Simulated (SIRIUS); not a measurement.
# Ti (P6_3/mmc) in SIRIUS: equation of state

How stiff is Ti in PBEsol, and what volume does it want? The cell is scaled to several volumes.

All numbers are computed with SIRIUS, more than one build; they aren't measurements. Logs are shortened: lines on timing, memory, paths and dates and some standing lists are left out, and cuts for length are marked. The log counts tension as positive stress, the text compression.

**1. Starting point**

Symmetry: P6_3/mmc, No. 194, hexagonal system. Conventional cell: a = 2.950 Å, b = 2.950 Å, c = 4.680 Å, α = 90.00°, β = 90.00°, γ = 120.00°. Ti (site symmetry -6m2) is surrounded by 12 Ti at 2.89 to 2.95 Å.

**2. Single point, PBEsol, 16.58 Å³/atom (volume scaled by 0.94)**

Contents of sirius.json:

```json
{
  "control": {
    "processing_unit": "cpu",
    "verbosity": 2,
    "num_bands_to_print": 20,
    "print_forces": true,
    "print_stress": true
  },
  "parameters": {
    "electronic_structure_method": "pseudopotential",
    "xc_functionals": ["XC_GGA_X_PBE_SOL", "XC_GGA_C_PBE_SOL"],
    "gk_cutoff": 9.2,
    "pw_cutoff": 18.4,
    "ngridk": [10, 10, 6],
    "shiftk": [0, 0, 0],
    "smearing": "fermi_dirac",
    "smearing_width": 0.0018374661,
    "num_bands": 20,
    "num_mag_dims": 0,
    "num_dft_iter": 100,
    "energy_tol": 1e-08,
    "density_tol": 1e-06
  },
  "iterative_solver": {
    "type": "davidson",
    "min_tolerance": 1e-10
  },
  "mixer": {
    "type": "anderson",
    "beta": 0.7,
    "max_history": 8
  },
  "settings": {
    "tol_ne": 1e-10,
    "pseudo_grid_cutoff": 6.5
  },
  "unit_cell": {
    "lattice_vectors": [
      [5.460890909812, 0.0, 0.0],
      [-2.730445455001, 4.729270255288, 0.0],
      [0.0, 0.0, 8.663379477315]
    ],
    "atom_coordinate_units": "lattice",
    "atom_types": ["Ti"],
    "atom_files": {
      "Ti": "Ti.json"
    },
    "atoms": {
      "Ti": [
        [0.6666666667, 0.3333333333, 0.75],
        [0.3333333333, 0.6666666667, 0.25]
      ]
    }
  }
}
```

Potentials or basis: PseudoDojo 0.4.1 PBEsol standard (scalar relativistic).

Run with:

```
$ upf_to_json Ti.upf
$ OMP_NUM_THREADS=1 sirius.scf --input=sirius.json --output=out.json --task=0
```

Log:

```text
[info] SIRIUS version : 7.12.0
[info] number of MPI ranks           : 1
[info] MPI grid                      : 1 1
[info] maximum number of OMP threads : 1
[fft] FFT context for density and potential
[fft] =====================================
[fft]   comm size                             : 1
[fft]   plane wave cutoff                     : 18.4
[fft]   grid size                             : 36 36 54   total : 69984
[fft]   grid limits                           : -17 18   -17 18   -26 27
[fft]   number of G-vectors within the cutoff : 11738
[fft]   local number of G-vectors             : 11738
[fft]   number of G-shells                    : 1238
[fft] FFT context for coarse grid
[fft] =====================================
[fft]   comm size                             : 1
[fft]   plane wave cutoff                     : 18.4
[fft]   grid size                             : 36 36 54   total : 69984
[fft]   grid limits                           : -17 18   -17 18   -26 27
[fft]   number of G-vectors within the cutoff : 11738
[fft]   local number of G-vectors             : 11738
[fft]   number of G-shells                    : 1238
[unit cell] lattice vectors
[unit cell]   a1 :       5.4608909098      0.0000000000      0.0000000000
[unit cell]   a2 :      -2.7304454550      4.7292702553      0.0000000000
[unit cell]   a3 :       0.0000000000      0.0000000000      8.6633794773
[unit cell] reciprocal lattice vectors
[unit cell]   b1 :       1.1505787995      0.6642869796     -0.0000000000
[unit cell]   b2 :       0.0000000000      1.3285739592      0.0000000000
[unit cell]   b3 :       0.0000000000     -0.0000000000      0.7252580040
[unit cell] unit cell volume :       223.74068916 [a.u.^3]
[unit cell] 1/sqrt(omega)    :         0.06685402
[unit cell] MT volume        :         0.00000000 ( 0.00%)
[unit cell] IT volume        :       223.74068916 (100.00%)
[unit cell] number of atom types : 1
[unit cell] type id : 0 symbol : Ti mt_radius :  15.850000 num_atoms : 2
[unit cell] total number of atoms : 2
[unit cell] number of symmetry classes : 1
[unit cell] number of PAW atoms : 0
[unit cell] atom id  type id  class id             position                      vector_field
[unit cell] ------------------------------------------------------------------------------------------
[unit cell]      0        0        0      0.66667   0.33333   0.75000      0.00000   0.00000   0.00000
[unit cell]      1        0        0      0.33333   0.66667   0.25000      0.00000   0.00000   0.00000
[unit cell] atom id         position (Cartesian, a.u.)
[unit cell] ---------------------------------------------
[unit cell]      0       2.730445    1.576423    6.497535
[unit cell]      1      -0.000000    3.152847    2.165845
[unit cell] class id : 0 atom id : 0 1
[unit cell] minimum bond length:     5.357609
[unit cell] total number of pseudo wave-functions: 20
[sym] space group number   : 194
[sym] international symbol : P6_3/mmc
[sym] Hall symbol          : -P 6c 2c
[sym] space group transformation matrix :
[sym]   1.0000  0.0000  0.0000
[sym]   0.0000  1.0000  0.0000
[sym]   0.0000  0.0000  1.0000
[sym] space group origin shift :
[sym]   0.0000  0.0000  0.0000
[sym] number of space group operations  : 24
[sym] number of magnetic group operations : 24
[sym] metric tensor error: 1.4201e-09
[sym] rotation matrix error: 5.4988e-11
[sym] symmetry operations
[... list of symmetry operations ...]
[atom type] label          : Ti
[atom type] --------------------------------------------------------------------------------
[... 312 lines left out ...]
[find] +------------------------------+
[diagonalize] iterative solver tolerance (occupied, empty): 9.1551e-10 9.1551e-10
[diagonalize] average number of iterations: 1.33929
[diagonalize] Lowest band energies
[diagonalize] ik:    0   -1.561206   -1.554986   -0.707671   -0.679874   -0.679874   -0.676930   -0.675569   -0.675569    0.284281    0.412458    0.545418    0.545418    0.548092    0.549781    0.565142    0.565142    0.578960    0.578960    0.639317    0.639317
[diagonalize] ik:    1   -1.560760   -1.554809   -0.706721   -0.681831   -0.680520   -0.677598   -0.677330   -0.675823    0.295005    0.420883    0.528436    0.529120    0.553202    0.558504    0.563142    0.572069    0.572827    0.572987    0.642480    0.668237
[diagonalize] ik:    2   -1.559555   -1.554377   -0.704067   -0.686997   -0.682746   -0.682141   -0.678539   -0.676551    0.324999    0.440431    0.495151    0.507310    0.546907    0.559879    0.562346    0.575168    0.580881    0.591295    0.648319    0.722984
[diagonalize] ik:    3   -1.557955   -1.553941   -0.700274   -0.693448   -0.688811   -0.684046   -0.680536   -0.677530    0.367083    0.449926    0.467063    0.494413    0.543923    0.546515    0.551234    0.606487    0.607948    0.617931    0.652870    0.783995
[diagonalize] ik:    4   -1.556482   -1.553759   -0.698683   -0.696342   -0.693525   -0.685532   -0.683007   -0.678361    0.406857    0.440933    0.448978    0.492842    0.537075    0.542985    0.555417    0.635990    0.644000    0.647471    0.655318    0.782258
[diagonalize] ...
[diagonalize] ik:   51   -1.554802   -1.554802   -0.702411   -0.702411   -0.685540   -0.685540   -0.681746   -0.681746    0.423364    0.423364    0.487510    0.487510    0.542565    0.542565    0.588763    0.588763    0.646768    0.646768    0.682482    0.682482
[diagonalize] ik:   52   -1.555479   -1.555479   -0.698707   -0.698707   -0.685566   -0.685566   -0.681193   -0.681193    0.423981    0.423981    0.493770    0.493770    0.517354    0.517354    0.574210    0.574210    0.648911    0.648911    0.658435    0.658435
[diagonalize] ik:   53   -1.554803   -1.554803   -0.700563   -0.700563   -0.687913   -0.687913   -0.681318   -0.681318    0.436794    0.436794    0.493869    0.493869    0.514964    0.514964    0.577877    0.577877    0.648339    0.648339    0.700804    0.700804
[diagonalize] ik:   54   -1.554544   -1.554544   -0.701233   -0.701233   -0.688921   -0.688921   -0.681287   -0.681287    0.440411    0.440411    0.493482    0.493482    0.514227    0.514227    0.585487    0.585487    0.643627    0.643627    0.729062    0.729062
[diagonalize] ik:   55   -1.554446   -1.554446   -0.699974   -0.699974   -0.691028   -0.691028   -0.681123   -0.681123    0.456395    0.456395    0.484238    0.484238    0.508274    0.508274    0.579814    0.579814    0.642070    0.642070    0.757524    0.757524
[find] Charges and magnetic moments
[find] --------------------------------------------------------------------------------
[find] total charge          : 24.000000
[find] Energy
[find] --------------------------------------------------------------------------------
[find] valence_eval_sum               :     -10.87576715
[find] <rho|V^{XC}>                   :     -19.40851560
[find] <rho|E^{XC}>                   :     -17.30351071
[find] <mag|B^{XC}>                   :       0.00000000
[find] <rho|V^{H}>                    :      47.05496836
[find] one-electron contribution      :     -38.52221990 (Ha),     -77.04443980 (Ry)
[find] hartree contribution           :      23.52748418
[find] xc contribution                :     -17.30351071
[find] ewald contribution             :     -86.30281528
[find] PAW contribution               :       0.00000000
[find] smearing (-TS)                 :      -0.00070912
[find] SCF correction                 :       0.00000212
[find] Total energy                   :    -118.60105960 (Ha),    -237.20211919 (Ry)
[find] Free energy (E-TS)             :    -118.60176872 (Ha),    -237.20353744 (Ry)
[find] band gap (eV)                  :       0.00000000
[find] Efermi                         :       0.51538516
[find] iteration : 20, RMS (target) : 7.4992e-07 (1.0000e-06) , energy difference (target) : 1.7771e-09 (1.0000e-08)
[find] bands are converged : true
[find] iterative solver converged : false
[find] converged after 21 SCF iterations!
[find] Charges and magnetic moments
[find] --------------------------------------------------------------------------------
[find] total charge          : 24.000000
[find] Energy
[find] --------------------------------------------------------------------------------
[find] valence_eval_sum               :     -10.87576715
[find] <rho|V^{XC}>                   :     -19.40851560
[find] <rho|E^{XC}>                   :     -17.30351071
[find] <mag|B^{XC}>                   :       0.00000000
[find] <rho|V^{H}>                    :      47.05496836
[find] one-electron contribution      :     -38.52221990 (Ha),     -77.04443980 (Ry)
[find] hartree contribution           :      23.52748418
[find] xc contribution                :     -17.30351071
[find] ewald contribution             :     -86.30281528
[find] PAW contribution               :       0.00000000
[find] smearing (-TS)                 :      -0.00070912
[find] SCF correction                 :       0.00000212
[find] Total energy                   :    -118.60105960 (Ha),    -237.20211919 (Ry)
[find] Free energy (E-TS)             :    -118.60176872 (Ha),    -237.20353744 (Ry)
[find] band gap (eV)                  :       0.00000000
[find] Efermi                         :       0.51538516
[ground_state] === stress tensor components [kbar] ===
[ground_state] === stress_kin ===
[ground_state] -41299.226380   -0.000001   -0.000000
[ground_state]    -0.000001-41299.226378    0.000000
[ground_state]    -0.000000    0.000000-40976.196832
[ground_state] === stress_har ===
[ground_state] -10099.615668   -0.000000    0.000000
[ground_state]    -0.000000-10099.615668   -0.000000
[ground_state]     0.000000   -0.000000-10738.475818
[ground_state] === stress_ewald ===
[ground_state] 38291.008873    0.000001    0.000000
[ground_state]     0.00000138291.008871    0.000000
[ground_state]     0.000000    0.00000036902.756303
[ground_state] === stress_vloc ===
[ground_state]  9744.468687    0.000000    0.000000
[ground_state]     0.000000 9744.468687   -0.000000
[ground_state]     0.000000   -0.00000011496.341589
[ground_state] === stress_xc ===
[ground_state]  2885.163591    0.000000   -0.000000
[ground_state]     0.000000 2885.163590    0.000000
[ground_state]    -0.000000    0.000000 2884.447397
[ground_state] === stress_core ===
[ground_state]  3996.284588    0.000000    0.000000
[ground_state]     0.000000 3996.284588    0.000000
[ground_state]     0.000000    0.000000 3992.894049
[ground_state] === stress_nonloc ===
[ground_state] -3531.594264   -0.000000    0.000000
[ground_state]    -0.000000-3531.594264    0.000000
[ground_state]     0.000000    0.000000-3569.224813
[ground_state] === stress_us_nl ===
[ground_state] -3531.594264   -0.000000    0.000000
[ground_state]    -0.000000-3531.594264    0.000000
[ground_state]     0.000000    0.000000-3569.224813
[ground_state] === stress_total ===
[ground_state]   -13.510573   -0.000000   -0.000000
[ground_state]    -0.000000  -13.510573    0.000000
[ground_state]    -0.000000    0.000000   -7.458125
[ground_state] ==== total Forces in Ha/bohr =====
[ground_state] atom:    0, force:       0.0000000      0.0000000     -0.0000000
[ground_state] atom:    1, force:      -0.0000000     -0.0000000      0.0000000
[ground_state] ==== ultrasoft contribution from Qij =====
[ground_state] atom:    0, force:       0.0000000      0.0000000      0.0000000
[ground_state] atom:    1, force:       0.0000000      0.0000000      0.0000000
[ground_state] ==== non-local contribution from Beta-projector =====
[ground_state] atom:    0, force:       0.0000000      0.0000000      0.0000000
[ground_state] atom:    1, force:      -0.0000000     -0.0000000      0.0000000
[ground_state] ==== contribution from local potential =====
[ground_state] atom:    0, force:       0.0000000     -0.0000000      0.0000000
[ground_state] atom:    1, force:      -0.0000000      0.0000000     -0.0000000
[ground_state] ==== contribution from core density =====
[ground_state] atom:    0, force:      -0.0000000     -0.0000000      0.0000000
[ground_state] atom:    1, force:      -0.0000000      0.0000000      0.0000000
[ground_state] ==== Ewald forces from ions =====
[ground_state] atom:    0, force:       0.0000000      0.0000000     -0.0000000
[ground_state] atom:    1, force:      -0.0000000     -0.0000000      0.0000000
[~DFT_ground_state] local op. applied: 45974
[~DFT_ground_state] evp. work count: 9256.59
[~DFT_ground_state] number of iterative solver steps: 1610
```

Wall time 99 s (1 thread of Intel Xeon Platinum 8259CL at 2.50GHz (Skylake/Cascade Lake), shared host); peak memory 0.36 GiB.

What came out:

```
Free energy            : -3227.3185 eV
Pressure               : 1.1 GPa
Band gap on the k mesh : none (metal or under the smearing width)
```

**3. Single point, PBEsol, 16.93 Å³/atom (volume scaled by 0.96)**

Edit sirius.json of step 2 so:

```diff
@@ -38,5 +38,5 @@
     "lattice_vectors": [
-      [5.460890909812, 0.0, 0.0],
-      [-2.730445455001, 4.729270255288, 0.0],
-      [0.0, 0.0, 8.663379477315]
+      [5.499349155142, 0.0, 0.0],
+      [-2.749674577666, 4.762576072767, 0.0],
+      [0.0, 0.0, 8.724391201998]
     ],
```

Potentials or basis: PseudoDojo 0.4.1 PBEsol standard (scalar relativistic).

Run with:

```
$ upf_to_json Ti.upf
$ OMP_NUM_THREADS=1 sirius.scf --input=sirius.json --output=out.json --task=0
```

It took 1.7 min on 1 thread of Intel Xeon Platinum 8259CL at 2.50GHz (Skylake/Cascade Lake), shared host; peak memory 0.37 GiB.

Results (log left out):

| Item | Value |
| --- | --- |
| Free energy | -3227.3181 eV |
| Pressure | -1.3 GPa |
| Band gap on the k mesh | none (metal or under the smearing width) |

**4. Single point, PBEsol, 17.28 Å³/atom (volume scaled by 0.98)**

Edit sirius.json of step 3 so:

```diff
@@ -38,5 +38,5 @@
     "lattice_vectors": [
-      [5.499349155142, 0.0, 0.0],
-      [-2.749674577666, 4.762576072767, 0.0],
-      [0.0, 0.0, 8.724391201998]
+      [5.537276899547, 0.0, 0.0],
+      [-2.768638449868, 4.795422462864, 0.0],
+      [0.0, 0.0, 8.784561318632]
     ],
```

Run with:

```
$ upf_to_json Ti.upf
$ OMP_NUM_THREADS=1 sirius.scf --input=sirius.json --output=out.json --task=0
```

Run time: 96 s. Hardware: 1 thread of Intel Xeon Platinum 8259CL at 2.50GHz (Skylake/Cascade Lake), shared host; peak memory 0.37 GiB.

The run converged. Its results:

```yaml
Free_energy: -3227.3072 eV
Pressure: -3.6 GPa
Band_gap_on_the_k_mesh: none (metal or under the smearing width)
```

**5. Single point, PBEsol, 17.64 Å³/atom**

Edit sirius.json of step 4 so:

```diff
@@ -38,5 +38,5 @@
     "lattice_vectors": [
-      [5.537276899547, 0.0, 0.0],
-      [-2.768638449868, 4.795422462864, 0.0],
-      [0.0, 0.0, 8.784561318632]
+      [5.574692067646, 0.0, 0.0],
+      [-2.787346033823, 4.827824948925, 0.0],
+      [0.0, 0.0, 8.843918263249]
     ],
```

Run with:

```
$ upf_to_json Ti.upf
$ OMP_NUM_THREADS=1 sirius.scf --input=sirius.json --output=out.json --task=0
```

Run time: 99 s. Hardware: 1 thread of Intel Xeon Platinum 8259CL at 2.50GHz (Skylake/Cascade Lake), shared host; peak memory 0.39 GiB.

It converged, with:

```
Free energy            : -3227.2869 eV
Pressure               : -5.7 GPa
Band gap on the k mesh : none (metal or under the smearing width)
```

**6. Single point, PBEsol, 17.99 Å³/atom (volume scaled by 1.02)**

Edit sirius.json of step 5 so:

```diff
@@ -38,5 +38,5 @@
     "lattice_vectors": [
-      [5.574692067646, 0.0, 0.0],
-      [-2.787346033823, 4.827824948925, 0.0],
-      [0.0, 0.0, 8.843918263249]
+      [5.611611634093, 0.0, 0.0],
+      [-2.805805817046, 4.859798231318, 0.0],
+      [0.0, 0.0, 8.902488965201]
     ],
```

Potentials or basis: PseudoDojo 0.4.1 PBEsol standard (scalar relativistic).

Run with:

```
$ upf_to_json Ti.upf
$ OMP_NUM_THREADS=1 sirius.scf --input=sirius.json --output=out.json --task=0
```

It took 2 min on 1 thread of Intel Xeon Platinum 8259CL at 2.50GHz (Skylake/Cascade Lake), shared host; peak memory 0.39 GiB.

Results (log left out):

- Free energy: -3227.2578 eV
- Pressure: -7.5 GPa
- Band gap on the k mesh: none (metal or under the smearing width)

**7. Single point, PBEsol, 18.34 Å³/atom (volume scaled by 1.04)**

Edit sirius.json of step 6 so:

```diff
@@ -38,5 +38,5 @@
     "lattice_vectors": [
-      [5.611611634093, 0.0, 0.0],
-      [-2.805805817046, 4.859798231318, 0.0],
-      [0.0, 0.0, 8.902488965201]
+      [5.648051691795, 0.0, 0.0],
+      [-2.824025845803, 4.891356246961, 0.0],
+      [0.0, 0.0, 8.960298955068]
     ],
```

Run with:

```
$ upf_to_json Ti.upf
$ OMP_NUM_THREADS=1 sirius.scf --input=sirius.json --output=out.json --task=0
```

It took 1.9 min on 1 thread of Intel Xeon Platinum 8259CL at 2.50GHz (Skylake/Cascade Lake), shared host; peak memory 0.39 GiB.

The run converged. Its results:

```yaml
Free_energy: -3227.2209 eV
Pressure: -9.2 GPa
Band_gap_on_the_k_mesh: none (metal or under the smearing width)
```

**8. Single point, PBEsol, 18.69 Å³/atom (volume scaled by 1.06)**

Edit sirius.json of step 7 so:

```diff
@@ -38,5 +38,5 @@
     "lattice_vectors": [
-      [5.648051691795, 0.0, 0.0],
-      [-2.824025845803, 4.891356246961, 0.0],
-      [0.0, 0.0, 8.960298955068]
+      [5.684027513141, 0.0, 0.0],
+      [-2.842013756665, 4.922512222427, 0.0],
+      [0.0, 0.0, 9.017372461594]
     ],
```

Run with:

```
$ upf_to_json Ti.upf
$ OMP_NUM_THREADS=1 sirius.scf --input=sirius.json --output=out.json --task=0
```

Wall time 1.8 min (1 thread of Intel Xeon Platinum 8259CL at 2.50GHz (Skylake/Cascade Lake), shared host); peak memory 0.4 GiB.

It converged, with:

- Free energy: -3227.1768 eV
- Pressure: -10.8 GPa
- Band gap on the k mesh: none (metal or under the smearing width)

**9. Equation of state, PBEsol**

Potentials or basis: PseudoDojo 0.4.1 PBEsol standard (scalar relativistic).

No new run: the results of the series are fitted here.

What came out:

- Equilibrium volume: 16.74 Å³/atom
- Bulk modulus at fixed shape and positions: 118 GPa
- Pressure derivative of the bulk modulus: 3.5

Energy against volume, from the lowest point:
```
volume (Å³/atom)  energy (meV/atom)
          16.577               0.00
          16.930               0.22
          17.283               5.65
          17.636              15.83
          17.988              30.35
          18.341              48.82
          18.694              70.87
```

Caveat: the cell was scaled at fixed shape and fractional positions, which overstates the stiffness of a crystal with free parameters, most of all of layers and chains.

**10. Single point, PBEsol, 16.58 Å³/atom (volume scaled by 0.94)**

Edit sirius.json of step 8 so:

```diff
@@ -25,3 +25,4 @@
     "type": "davidson",
-    "min_tolerance": 1e-10
+    "min_tolerance": 1e-09,
+    "tolerance_scale": [0.1, 0.25]
   },
@@ -38,5 +39,5 @@
     "lattice_vectors": [
-      [5.684027513141, 0.0, 0.0],
-      [-2.842013756665, 4.922512222427, 0.0],
-      [0.0, 0.0, 9.017372461594]
+      [5.460890909812, 0.0, 0.0],
+      [-2.730445455001, 4.729270255288, 0.0],
+      [0.0, 0.0, 8.663379477315]
     ],
```

Run with:

```
$ upf_to_json Ti.upf
$ OMP_NUM_THREADS=1 sirius.scf --input=sirius.json --output=out.json --task=0
```

Run time: 66 s. Hardware: 1 thread of Arm Neoverse V1, shared host; peak memory 0.45 GiB.

The run converged. Its results:

```yaml
Free_energy: -3227.3185 eV
Pressure: 1.1 GPa
Band_gap_on_the_k_mesh: none (metal or under the smearing width)
```

(Continued in part 2 of 2.)
